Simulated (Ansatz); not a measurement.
Runs of Ansatz 0.2.0 on Sb. The structure is tetragonal, space group I4/mmm (No. 139). The conventional cell has a = 3.153 Å, b = 3.153 Å, c = 5.424 Å, α = 90.00°, β = 90.00°, γ = 90.00°. Sb (site symmetry 4/mmm) is surrounded by 12 Sb at 3.15 to 3.51 Å. This isn't the form of Sb at room conditions, which is rhombohedral.

```tsv
task	potentials or basis	cell	k mesh	cutoff (eV)	smearing	basis error allowed	mesh quality	gap on the mesh (eV)	pressure (GPa)
single point	all-electron LAPW, scalar-relativistic	cell strained at random at fixed volume	12 × 12 × 12	186	fermi-dirac 0.05 eV	0.001 eV/atom	not flagged	none	-1.3
elastic constants	all-electron LAPW, scalar-relativistic	as given	9 × 9 × 9	201	fermi-dirac 0.05 eV	0.001 eV/atom	coarse	none	(a)
single point	all-electron LAPW, scalar-relativistic	as given	7 × 7 × 7	185	fermi-dirac 0.03 eV	0.001 eV/atom	coarse	none	-0.5
single point	all-electron LAPW, scalar-relativistic	as given	12 × 12 × 12	185	fermi-dirac 0.05 eV	0.001 eV/atom	not flagged	none	-1.3
density of states	all-electron PAW datasets made for the crystal	as given	12 × 12 × 12	160	fermi-dirac 0.05 eV	-	not flagged	none	-1.3
```

Alike in all rows: level PBEsol; no spin polarisation.

Q: Fill in the values left out.

A: (a) -1.1.

Caveats: some runs use coarse meshes; the k mesh is thin for a metal, which can move the energy by tens of meV per atom (some runs); a metal's response needs a denser mesh (some runs); the elastic tensor has a negative eigenvalue, so either the cell is unstable as it stands or the mesh is too thin (some runs); the program warned that the printed levels may be off, so bands, gaps and densities of states are rough (some runs).

A k mesh can miss the band edges, and the runs leave out spin-orbit coupling on Sb.

A gap of «none» marks a metal or a gap under the smearing width.

The runs don't all hold the same shells in valence.
